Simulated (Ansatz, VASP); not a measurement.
## Two plane-wave programs on TePb

Contents of INCAR:

```
PREC = Accurate
ENCUT = 600
EDIFF = 1E-6
ISMEAR = 0
SIGMA = 0.01
LREAL = False
LASPH = True
NELM = 60
ALGO = Normal
ISIF = 3
LWAVE = False
LCHARG = False
GGA = PE
IBRION = 2
NSW = 60
EDIFFG = -0.01
```

File KPOINTS:

```
regular mesh
0
Gamma
  6 6 6
```

The input POSCAR:

```
TePb
1.0
    0.0000000000      3.2310000000      3.2310000000
    3.2310000000      0.0000000000      3.2310000000
    3.2310000000      3.2310000000      0.0000000000
Te Pb
1 1
Direct
    0.5000000000      0.5000000000      0.5000000000
    0.0000000000      0.0000000000      0.0000000000
```

Input for Ansatz:

```yaml
crystal:
  lattice:
    - [0.0, 3.231, 3.231]
    - [3.231, 0.0, 3.231]
    - [3.231, 3.231, 0.0]
  atoms:
    - { symbol: Te, position: [0.5, 0.5, 0.5] }
    - { symbol: Pb, position: [0.0, 0.0, 0.0] }
kpoints:
  mp_grid:
    grid: [6, 6, 6]
hamiltonian:
  xc: pbe
scf:
  occupations:
    method: fixed
relax:
  f_tol: 0.01
  max_steps: 40
  cell:
    p_target: 0.0
```

Alike in both runs: task relaxation of cell and atoms; functional PBE; k mesh 6 × 6 × 6; no spin polarisation.

|  | VASP | Ansatz |
| --- | --- | --- |
| version | VASP 6.6.1 | Ansatz 0.2.0 |
| potentials or method | VASP PAW PBE potentials, release 64 (Te, Pb_d) | plane waves, PAW |
| plane-wave cutoff (eV) | 600 | 420 |
| occupations | gaussian, width 0.01 eV | fixed |
| valence electrons in the cell | 20 | 30 |

```tsv
	VASP	Ansatz	Ansatz less VASP
relaxed volume (Å³/atom)	35.42	35.48	+0.061
relaxed cell length with the largest relative difference (Å)	4.645	4.647	+0.0027
energy change over the relaxation (meV/atom)	-11	-11	-0.2
```

The two sets of potentials don't hold the same shells in valence.

 PBE usually gives volumes a little too large and moduli too small. A k mesh can miss the band edges.
